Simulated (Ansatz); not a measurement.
The system is TePb.

```
Pb Te
1.0
     4.00229    0.00000    0.00000
     0.00000    4.00229    0.00000
     0.00000    0.00000    4.00229
Pb Te
1 1
Direct
  0.00000 0.00000 0.00000
  0.50000 0.50000 0.50000
```

Measurements of this composition are mostly on another form, of space group No. 225.

```yaml
Program: Ansatz 0.2.0
Task: relaxation of cell and atoms
Functional: RPBE
Dispersion: D4
Potentials_or_basis: all-electron LAPW, scalar-relativistic
Basis_error_allowed: 0.001 eV/atom
k_mesh: 7 × 7 × 7
Occupations: fermi-dirac, width 0.05 eV
Spin: no spin polarisation
```

At the start: volume 32.05 Å³/atom.

Where does the relaxation end?

Over 4 steps the energy falls by 9.0 meV/atom and the volume is 32.47 Å³/atom (+1.3 %); space group Pm-3m (No. 221, to 0.05 Å).

The path:
```tsv
step	energy change (eV)	largest force (eV/Å)	volume (Å³)
1	0.0000	0.0000	64.11
2	-0.0169	0.0000	65.19
3	-0.0179	0.0000	64.94
4	-0.0179	0.0000	64.94
```

Final structure:
```
CELL_PARAMETERS angstrom
4.01948 0.00000 0.00000
0.00000 4.01948 0.00000
0.00000 0.00000 4.01948
ATOMIC_POSITIONS crystal
Pb 0.00000 0.00000 0.00000
Te 0.50000 0.50000 0.50000
```
